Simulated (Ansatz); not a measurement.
SnSe:

```xyz
2
Lattice="0.0000 3.0100 3.0100 3.0100 0.0000 3.0100 3.0100 3.0100 0.0000" Properties=species:S:1:pos:R:3 pbc="T T T"
Sn    0.0000    0.0000    0.0000
Se    3.0100    3.0100    3.0100
```

Measurements of this composition are mostly on another form, of space group No. 62.

```yaml
Program: Ansatz 0.2.0
Task: relaxation of cell and atoms
Functional: PBEsol
Dispersion: D3(BJ)
Potentials_or_basis: Ansatz PAW
Cutoff: "420 eV (not typed: the program's choice for these potentials)"
k_mesh: 8 × 8 × 8
Occupations: fermi-dirac, width 0.05 eV
Spin: no spin polarisation
```

At the start: volume 27.27 Å³/atom.

Task: How do energy, volume and symmetry change on relaxing?

Result: It ends after 5 steps and the volume is 25.31 Å³/atom (-7.2 %); space group Fm-3m (No. 225, to 0.05 Å).

Step by step:
```csv
step,energy change (eV),largest force (eV/Å),volume (Å³)
1,0.0000,0.0000,54.54
2,-0.0396,0.0000,48.84
3,-0.0515,0.0000,50.84
4,-0.0518,0.0000,50.62
5,-0.0512,0.0000,50.62
```

Final structure:
```
Sn Se
1.0
     0.00000    2.93604    2.93604
     2.93604    0.00000    2.93604
     2.93604    2.93604    0.00000
Sn Se
1 1
Direct
  0.00000 0.00000 0.00000
  0.50000 0.50000 0.50000
```

Caveat: the plane-wave basis is chosen anew once the cell has moved, so the energies of steps on either side of that aren't comparable; the PAW data sets come from PBE, with cores solved anew for the run's functional, which leaves a small shift of forces and pressure.
